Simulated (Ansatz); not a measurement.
Cubic perovskite CsPbI₃ (cubic high-temperature phase), treated with PBE-D4 (Ansatz, an electronic-structure program, PAW).

Run with plane-wave cutoff 500 eV, 6×6×6 k mesh, gaussian smearing 0.02 eV, scalar-relativistic PAW data made under PBE.

Cell (relaxed at this level):

CsPbI3 is taken in the cubic space group Pm-3m (No. 221), the cubic perovskite structure, Pearson symbol cP5. Cell: a = 6.2919 Å, b = 6.2919 Å, c = 6.2919 Å, α = 90.00°, β = 90.00°, γ = 90.00°. Cs on 1a is coordinated by 12 I at 4.449 Å (cuboctahedral). Pb on 1b is coordinated by 6 I at 3.146 Å (octahedral). I on 3c sees 2 Pb at 3.146 Å and 4 Cs at 4.449 Å (octahedral). (Neighbours: up to the widest gap in distance over summed covalent radii, below 1.35, at either atom; cation-cation and far metal-metal contacts left out.)

Question: Give the computed band gap.

Answer: 
band gap: 1.34 eV (on the SCF k mesh)

Note: the relaxation could not lower the start's symmetry, so the cell can be a saddle point above a distorted one.

Spin–orbit coupling is not included; with these elements it can move the gap by several tenths of an eV or more.

It cost very roughly 60 core-seconds of CPU time.
